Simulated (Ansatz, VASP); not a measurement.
Given: the input of a run of Ansatz 0.2.0 on NiO. 

Contents of input.yaml:

```yaml
crystal:
  lattice:
    - [0.0, 2.0859016414, 2.0859016414]
    - [2.0859016414, 0.0, 2.0859016414]
    - [2.0859016414, 2.0859016414, 0.0]
  atoms:
    - { symbol: Ni, position: [0.0, 0.0, 0.0], spin: 1.0 }
    - { symbol: O, position: [0.5, 0.5, 0.5] }
kpoints:
  mp_grid: { grid: [11, 11, 11] }
scf:
  occupations: { method: fermi_dirac, width: 0.05 }
hamiltonian:
  xc: pbesol
  pseudopotentials: { kind: all_electron, lapw: { basis_error: 0.001 } }
magnetization:
  spin_polarized: true
output:
  forces: true
  stress: true
relax:
  f_tol: 0.005
  max_steps: 60
  cell: {}
```

Potentials or basis: all-electron LAPW, scalar-relativistic.

Run with:

```console
$ ansatz run input.yaml --threads 2 --pin off --max-ram 6144MiB --backend cpu --events-out ev --progress --plain --runs-dir out
```

**Question.** Set up the same calculation for VASP 6.6.1. Potentials or basis there: PBE PAW files Ni, O, 600 eV.

**Answer.** As run (cutoffs and basis follow the program's own potentials, and thresholds, step limits or extra output files can differ):

Contents of INCAR:

```
SYSTEM = NiO
  PREC = Accurate
  ENCUT = 600
  EDIFF = 1E-6
  ISMEAR = -1
  SIGMA = 0.05
  LREAL = .False.
  LASPH = .True.
  NELM = 120
  ALGO = Normal
  ISIF = 3
  LWAVE = .False.
  LCHARG = .False.
  ISPIN = 2
  MAGMOM = 1 0
  LORBIT = 11
  LMAXMIX = 4
  GGA = PS
  IBRION = 2
  NSW = 60
  EDIFFG = -0.01
```

KPOINTS

```
regular mesh
0
Gamma
  11 11 11
  0 0 0
```

File POSCAR:

```
NiO
1.0
    0.0000000000      2.0859016414      2.0859016414
    2.0859016414      0.0000000000      2.0859016414
    2.0859016414      2.0859016414      0.0000000000
Ni O
1 1
Direct
    0.0000000000      0.0000000000      0.0000000000
    0.5000000000      0.5000000000      0.5000000000
```

Potentials or basis: VASP PAW PBE potentials, release 64 (Ni, O).

Run with:

```bash
$ cat potpaw_PBE.64/Ni/POTCAR potpaw_PBE.64/O/POTCAR > POTCAR
$ mpirun -np 1 vasp_std > vasp.out
```

Both were run:

|  | Ansatz | VASP |
| --- | --- | --- |
| Relaxed volume | 8.74 Å³/atom | 8.71 Å³/atom |
| Relaxed cell | a = 2.913 Å, b = 2.913 Å, c = 2.913 Å, α = 60.00°, β = 60.00°, γ = 60.00° | a = 2.910 Å, b = 2.910 Å, c = 2.910 Å, α = 60.00°, β = 60.00°, γ = 60.00° |
| Space group after relaxing | Fm-3m (No. 225) | Fm-3m (No. 225) |
| Pressure after relaxing | 0.0 GPa | 0.1 GPa |
| Net moment | 1.32 μB per cell | 1.24 μB per cell |

VASP's potentials were made for PBE.

Where Ansatz's input types no cutoff or centring, it takes its own default and a Γ-centred mesh.

The magnetic state is the one that the start led to; the real crystal's order can differ.

Pressure is positive in compression.
